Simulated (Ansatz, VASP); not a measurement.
## Two plane-wave programs on Zr

```
CELL_PARAMETERS angstrom
0.00000 2.23195 2.23195
2.23195 0.00000 2.23195
2.23195 2.23195 0.00000
ATOMIC_POSITIONS crystal
Zr 0.00000 0.00000 0.00000
```

Alike in both runs: task single point; functional PBEsol; k mesh 14 × 14 × 14; occupations fermi-dirac, width 0.1 eV; no spin polarisation.

```csv
,VASP,Ansatz
version,VASP 6.6.1,Ansatz 0.2.0
potentials or method,"VASP PAW PBE potentials, release 64 (Zr_sv)","plane waves (420 eV) with PAW, scalar-relativistic"
plane-wave cutoff (eV),520,420
valence electrons in the cell,12,12
```

Ansatz gave:

* pressure (GPa): 0.2

Task: Estimate VASP's values.

Result: Pressure (GPa): 0.3.

The functional is the same, so the differences come from potentials, cutoffs and numerics. Ansatz warned: «pseudo_functional_mismatch».

Caveats: the PAW data sets were made with another functional, which shifts forces and pressure a little (VASP).
